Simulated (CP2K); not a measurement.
# TaAs in CP2K: the effect of functional

Crystal: TaAs.

```
Ta As
1.0
     3.44363    0.00000    0.00000
     0.00000    3.44363    0.00000
     1.72181   -1.72181    5.86794
Ta As
2 2
Direct
  0.49997 0.50003 0.00007
  0.24997 0.25003 0.50007
  0.08263 0.91737 0.83474
  0.83263 0.66737 0.33474
```

The cell is a database's computed one.

Alike in all runs:

```yaml
Program: CP2K 2026.2
Task: atomic charges
Potentials_or_basis: POTENTIAL_UZH Ta GTH-PBE-q13, As GTH-PBE-q5; TZVP-MOLOPT-PBE-GTH basis
Density_cutoff: 9184 eV
k_mesh: 8 × 8 × 8
Occupations: fermi-dirac, width 0.05 eV
Spin: no spin polarisation
```

**Question.** One run gave: pressure -1.3 GPa. Which functional did it use?
A. LDA
B. PBE
C. PBEsol
D. PW91
E. vdW-DF-cx

**Answer.** C.

```csv
functional,pressure (GPa)
PBE,2.3
LDA,-2.7
PBEsol,-1.3
vdW-DF-cx,0.1
PW91,2.8
r2SCAN,1.2
```

Caveats: the basis of atomic orbitals isn't converged, which shifts pressures, moduli and gaps; the potentials were made for another functional, which shifts forces and pressure (some runs).

Not every run made on this cell is shown here.
